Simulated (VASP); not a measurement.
# NaI in VASP: how settings move the PBE single point

Aim: see what changed inputs do to the PBE single point of NaI built on the rocksalt prototype, under +4.1 % strain along z alone.

The runs shown are made with VASP 6.6.1. PAW datasets, plane waves. Calculated at 0 K for a non-magnetic cell.

## 1. The structure to begin with

The cell comes from an earlier relaxation with r2SCAN in another program, then strained, with the atoms relaxed again.

It is tetragonal, I4/mmm (No. 139); a = 4.568 Å, c = 6.725 Å in the conventional setting, 35.07 Å³ an atom. Near Na stand 6 I at 3.23–3.36 Å; near I stand 6 Na at 3.23–3.36 Å.

Coordinates:

```cif
data_structure
_symmetry_space_group_name_H-M 'P 1'
_symmetry_Int_Tables_number 1
_cell_length_a 4.6623
_cell_length_b 4.6623
_cell_length_c 4.5675
_cell_angle_alpha 60.670
_cell_angle_beta 60.670
_cell_angle_gamma 58.659
_cell_volume 70.15
loop_
_atom_site_label
_atom_site_type_symbol
_atom_site_fract_x
_atom_site_fract_y
_atom_site_fract_z
_atom_site_occupancy
Na1 Na 0.00000 0.00000 0.00000 1
I1 I 0.50000 0.50000 0.50000 1
```

## 2. Baseline

Contents of INCAR:

```
ENCUT = 520.000000
SIGMA = 0.020000
EDIFF = 1.00e-07
GGA = PE
PREC = Accurate
IBRION = -1
ISIF = 2
ISMEAR = -1
NBANDS = 14
NELM = 120
NSW = 0
LASPH = .TRUE.
LCHARG = .FALSE.
LWAVE = .FALSE.
LREAL = .FALSE.
```

Contents of KPOINTS:

```
KPOINTS created by Atomic Simulation Environment
0
Gamma
8 8 8
0 0 0
```

Contents of POSCAR:

```
Na I
 1.0000000000000000
     0.0000000000000000    3.2297205553000001    3.3624620700999999
     3.2297205553000001    0.0000000000000000    3.3624620700999999
     3.2297205553000001    3.2297205553000001    0.0000000000000000
 Na  I
   1   1
Cartesian
  0.0000000000000000  0.0000000000000000  0.0000000000000000
  3.2297205552999997  3.2297205552999997  3.3624620700999994
```

A file KPOINTS_OPT adds named points for the levels; it doesn't enter the self-consistent loop.

Potentials: the recommended PBE PAW datasets, 14 valence electrons.

The run is started by

```bash
> mpirun -np 1 vasp_std
```

## 3. Try 1

Edit INCAR of step 2 so:

```diff
@@ -9,3 +9,2 @@
 NBANDS = 14
-NELM = 120
 NSW = 0
@@ -15 +14,2 @@
 LREAL = .FALSE.
+NELM = 66
```

Contents of KPOINTS:

```
KPOINTS created by Atomic Simulation Environment
0
Monkhorst-Pack
8 8 8
0 0 0
```

POSCAR is that of step 2.

## 4. Try 2

Edit INCAR of step 2 so:

```diff
@@ -3,3 +3,2 @@
 EDIFF = 1.00e-07
-GGA = PE
 PREC = Accurate
@@ -15 +14,3 @@
 LREAL = .FALSE.
+GGA = RP
+ISYM = -1
```

Contents of KPOINTS:

```
KPOINTS created by Atomic Simulation Environment
0
Gamma
4 4 4
0 0 0
```

POSCAR is that of step 2.

## 5. Try 3

Edit INCAR of step 2 so:

```diff
@@ -9,3 +9,2 @@
 NBANDS = 14
-NELM = 120
 NSW = 0
@@ -15 +14,2 @@
 LREAL = .FALSE.
+NELM = 74
```

Contents of KPOINTS:

```
KPOINTS created by Atomic Simulation Environment
0
Gamma
4 4 4
0 0 0
```

POSCAR is that of step 2.

Before running it: what results should come out? Wanted: for each run, changed; ending; energy change; pressure; electronic steps; usable.

**Answer**, as computed:

| run | changed | ending | energy change (meV/atom) | pressure (GPa) | gap on the mesh (eV; negative: overlap) | electronic steps | time | usable |
| --- | --- | --- | --- | --- | --- | --- | --- | --- |
| ref. | – | converged | 0 | -0.1 | 3.53 | 13 | 48 s | yes |
| 1 | NELM = 66, shifted mesh | converged | 0.0 | -0.1 | 3.70 | 13 | 2 min | yes |
| 2 | GGA = RP, ISYM = -1, mesh 4×4×4 | converged | – | 1.1 | 3.79 | 14 | 60 s | no |
| 3 | NELM = 74, mesh 4×4×4 | converged | 2.5 | 0.0 | 3.53 | 13 | 14 s | no |

**Reading.** Of 3 altered inputs, 2 ended normally on a faulty or unsound input, 1 gave usable results.
